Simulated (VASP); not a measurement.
# Te (R-3m) in VASP: further runs, part 2 of 2

VASP 6.6.1. Earlier steps stand in the parts before.

**5. Relaxation of cell and atoms, rev-vdW-DF2**

The input, INCAR:

```
SYSTEM = Te
PREC = Accurate ; ENCUT = 600
EDIFF = 1E-6 ; ISMEAR = -1
SIGMA = 0.05 ; LREAL = .FALSE.
LASPH = .TRUE. ; NELM = 60
ALGO = Normal ; ISIF = 3
LWAVE = .FALSE. ; LCHARG = .FALSE.
GGA = MK ; LUSE_VDW = .TRUE.
AGGAC = 0.0 ; PARAM1 = 0.1234
PARAM2 = 0.711357 ; ZAB_VDW = -1.8867
IBRION = 2 ; NSW = 60
EDIFFG = -0.005
```

The input, KPOINTS:

```
Automatic mesh
0
G
  9 9 9
  0 0 0
```

The input, POSCAR:

```
Te
1.0
    2.3059043427      1.3313144930      1.6909537039
   -2.3059043427      1.3313144930      1.6909537039
    0.0000000000     -2.6626289860      1.6909537039
Te
1
Direct
    0.5000000000      0.5000000000      0.5000000000
```

Potentials or basis: VASP PAW PBE potentials, release 64 (Te).

Launch:

```sh
cat potpaw_PBE.64/Te/POTCAR > POTCAR
mpirun -np 1 vasp_std > vasp.out
```

OUTCAR:

```text
SYSTEM = Te
   PREC = Accurate
   ENCUT = 600
   EDIFF = 1E-6
   ISMEAR = -1
   LREAL = .FALSE.
   LASPH = .TRUE.
   NELM = 60
   ISIF = 3
   GGA = MK
   IBRION = 2
   NSW = 60
   EDIFFG = -0.005

 ion  position               nearest neighbor table
   1  0.500  0.500  0.500-

  LATTYP: Found a trigonal (rhomboedric) cell.
 ALAT       =     3.1541904739
 COS(alpha) =    -0.0688991668

  Lattice vectors:

 A1 = (   2.3059043427,   1.3313144930,   1.6909537039)
 A2 = (  -2.3059043427,   1.3313144930,   1.6909537039)
 A3 = (   0.0000000000,  -2.6626289860,   1.6909537039)

Analysis of symmetry for initial positions (statically):
=====================================================================
 Subroutine PRICEL returns:
 Original cell was already a primitive cell.

 Routine SETGRP: Setting up the symmetry group for a
 trigonal (rhombohedral) supercell.

[... 365 lines left out ...]

 E-fermi :   6.4875     XC(G=0):  -9.3613

 val. band max:        6.4665463484   @ k =  -0.3333   0.4444   0.2222
 cond. band min:       6.4968790785   @ k =  -0.1111   0.1111   0.0000
 fundamental gap:      0.0303327301
 Fermi energy:         6.4874622753

 k-point     1 :       0.0000    0.0000    0.0000
  band No.  band energies     occupation
      1      -7.2072      2.00000
      2       7.4967      0.00000
      3       7.7411      0.00000
      4       7.7411      0.00000
      5      12.5985      0.00000
      6      12.5985      0.00000
      7      12.9601      0.00000
[... 221 lines left out ...]
 k-point    24 :       0.4444    0.4444    0.0000
  band No.  band energies     occupation
      1      -3.8702      2.00000
      2       1.9792      2.00000
      3       2.3159      2.00000
      4       8.9660      0.00000
      5      10.1939      0.00000
      6      16.8796      0.00000
      7      18.7545      0.00000

 [... further k-points ...]

------------------------ aborting loop because EDIFF is reached ----------------------------------------

  FORCE on cell =-STRESS in cart. coord.  units (eV):
  Direction    XX          YY          ZZ          XY          YZ          ZX
  --------------------------------------------------------------------------------------
  -------------------------------------------------------------------------------------
  Total        0.0002952      0.0002952      0.0024846      0.0000000     -0.0000000      0.0000000
  in kB        0.0145966      0.0145966      0.1228344      0.0000000     -0.0000000      0.0000000
  external PRESSURE =       0.0506759 kB  Pullay stress =       0.0000000 kB
[... 20 lines left out ...]
  energy  without entropy=       -1.4735854688  energy(sigma->0) =       -1.47610557

Total vdW correction in eV:      1.1019410

 reached required accuracy - stopping structural energy minimisation
```

OSZICAR:

```text
N       E                     dE             d eps       ncg     rms          rms(c)
DAV:   1     0.221836983802E+02    0.22184E+02   -0.27567E+03  1190   0.762E+02
DAV:   2    -0.869545154796E+00   -0.23053E+02   -0.22247E+02  1596   0.848E+01
[... 70 lines left out ...]
   9 F= -.14780905E+01 E0= -.14755404E+01  d E =0.514344E-03
       N       E                     dE             d eps       ncg     rms          rms(c)
DAV:   1    -0.147973696355E+01   -0.16463E-02   -0.42109E-02  1351   0.108E+00    0.178E-01
DAV:   2    -0.147898929131E+01    0.74767E-03   -0.11000E-03  1323   0.247E-01    0.101E-01
DAV:   3    -0.147863211624E+01    0.35718E-03   -0.75227E-04  1267   0.142E-01    0.120E-01
DAV:   4    -0.147862502731E+01    0.70889E-05   -0.29976E-05  1715   0.357E-02    0.131E-01
DAV:   5    -0.147862566548E+01   -0.63817E-06   -0.13648E-06  1274   0.910E-03
  10 F= -.14786257E+01 E0= -.14761056E+01  d E =-.207758E-04
```

Run time: 2.2 min. Hardware: 1 thread of Intel Xeon 6975P-C (Granite Rapids), shared host; peak memory 0.34 GiB.

Results:

```
Free energy                            : -1.4786 eV
Relaxed volume                         : 32.41 Å³/atom
Relaxed cell                           : a = 3.190 Å, b = 3.190 Å, c = 3.190 Å, α = 92.10°, β = 92.10°, γ = 92.10°
Space group after relaxing (to 0.05 Å) : R-3m (No. 166)
Energy gained by relaxing              : 7.7 meV/atom
Ionic steps                            : 10
Pressure after relaxing                : 0.0 GPa
Band gap on the k mesh                 : none (metal or under the smearing width)
```

The path:
```
step  energy change (eV)  largest force (eV/Å)  pressure (GPa)  volume (Å³)
   1              0.0000                0.0000            1.95        31.15
   2             -0.0041                0.0000           -1.02        32.88
   3             -0.0063                0.0000            0.01        32.22
   4             -0.0064                0.0000            0.00        32.23
   5             -0.0067                0.0000           -0.01        32.27
   6             -0.0073                0.0000           -0.02        32.35
   7             -0.0077                0.0000           -0.11        32.49
   8             -0.0077                0.0000           -0.09        32.47
   9             -0.0072                0.0000            0.53        32.10
  10             -0.0077                0.0000            0.01        32.41
```

Final structure:
```cif
data_structure
_symmetry_space_group_name_H-M 'P 1'
_symmetry_Int_Tables_number 1
_cell_length_a 3.1904
_cell_length_b 3.1904
_cell_length_c 3.1904
_cell_angle_alpha 92.101
_cell_angle_beta 92.101
_cell_angle_gamma 92.101
_cell_volume 32.41
loop_
_atom_site_label
_atom_site_type_symbol
_atom_site_fract_x
_atom_site_fract_y
_atom_site_fract_z
_atom_site_occupancy
Te1 Te 0.50000 0.50000 0.50000 1
```

Caveat: the PAW data sets were made with another functional, which shifts forces and pressure a little.

**6. Relaxation of cell and atoms, LDA**

The input, INCAR:

```
SYSTEM = Te
  ALGO = Normal
  EDIFF = 1E-7
  EDIFFG = -0.01
  ENCUT = 600
  IBRION = 2
  ISIF = 3
  ISMEAR = -1
  LASPH = .TRUE.
  LCHARG = .FALSE.
  LREAL = .FALSE.
  LWAVE = .FALSE.
  NELM = 80
  NSW = 40
  PREC = Accurate
  SIGMA = 0.05
```

The input, KPOINTS:

```
k-points
0
G
  9 9 9
  0 0 0
```

POSCAR is that of step 5.

Potentials or basis: VASP PAW LDA potentials, release 64 (Te).

Launch:

```sh
cat potpaw_LDA.64/Te/POTCAR > POTCAR
mpirun -np 1 vasp_std > vasp.out
```

Run time: 71 s. Hardware: 1 thread of AMD EPYC 9R45 (Zen 5), shared host; peak memory 0.14 GiB.

It converged, with:

```
Free energy                            : -3.7869 eV
Relaxed volume                         : 30.81 Å³/atom
Relaxed cell                           : a = 3.137 Å, b = 3.137 Å, c = 3.137 Å, α = 92.01°, β = 92.01°, γ = 92.01°
Space group after relaxing (to 0.05 Å) : R-3m (No. 166)
Energy gained by relaxing              : 2.6 meV/atom
Ionic steps                            : 15
Pressure after relaxing                : 0.0 GPa
Band gap on the k mesh                 : none (metal or under the smearing width)
```

Step by step:
| step | energy change (eV) | largest force (eV/Å) | pressure (GPa) | volume (Å³) |
| --- | --- | --- | --- | --- |
| 1 | 0.0000 | 0.0000 | -1.02 | 31.15 |
| 2 | -0.0010 | 0.0000 | 0.74 | 30.26 |
| 3 | -0.0018 | 0.0000 | 0.01 | 30.61 |
| 4 | -0.0018 | 0.0000 | 0.03 | 30.60 |
| 5 | -0.0018 | 0.0000 | 0.03 | 30.61 |
| 6 | -0.0018 | 0.0000 | 0.03 | 30.62 |
| 7 | -0.0019 | 0.0000 | 0.03 | 30.65 |
| 8 | -0.0021 | 0.0000 | 0.02 | 30.69 |
| 9 | -0.0025 | 0.0000 | -0.03 | 30.78 |
| 10 | -0.0020 | 0.0000 | -0.18 | 30.93 |
| 11 | -0.0026 | 0.0000 | -0.04 | 30.82 |
| 12 | -0.0026 | 0.0000 | -0.08 | 30.84 |
| 13 | -0.0026 | 0.0000 | -0.06 | 30.83 |
| 14 | -0.0026 | 0.0000 | 0.17 | 30.72 |
| 15 | -0.0026 | 0.0000 | -0.01 | 30.81 |

Final structure:
```
Te
1.0
     2.25652    1.30280    1.74650
    -2.25652    1.30280    1.74650
     0.00000   -2.60561    1.74650
Te
1
Cartesian
  0.0000 0.0000 2.6198
```

Levels at points of the mesh, in eV from the Fermi level:
| k point | band 1 | band 2 | band 3 | band 4 | band 5 | band 6 | band 7 |
| --- | --- | --- | --- | --- | --- | --- | --- |
| (0.00, 0.00, 0.00) | -14.10 | 1.07 | 1.30 | 1.30 | 5.99 | 5.99 | 6.57 |

The run has no spin-orbit coupling, so splittings on Te are missing.

**7. The runs side by side**

| level | potentials or basis | gap on the mesh (eV) | pressure (GPa) | relaxed volume (Å³/atom) |
| --- | --- | --- | --- | --- |
| optB86b-vdW | VASP PAW PBE potentials, release 64 (Te) | none | 0.0 | 32.33 |
| vdW-DF2 | VASP PAW PBE potentials, release 64 (Te) | none | 0.0 | 37.23 |
| optPBE-vdW | VASP PAW PBE potentials, release 64 (Te) | none | 0.0 | 33.66 |
| rev-vdW-DF2 | VASP PAW PBE potentials, release 64 (Te) | none | 0.0 | 32.41 |
| LDA | VASP PAW LDA potentials, release 64 (Te) | none | 0.0 | 30.81 |

Alike in all rows: task relaxation of cell and atoms; no spin polarisation; cell relaxed; k mesh 9 × 9 × 9; cutoff (eV) 600; smearing fermi-dirac 0.05 eV.

Caveats: the PAW data sets were made with another functional, which shifts forces and pressure a little (some runs); the volume moved by over 15 % at a fixed basis, so the end points are rough (some runs).

Absolute energies hang on the potentials; compare differences alone.
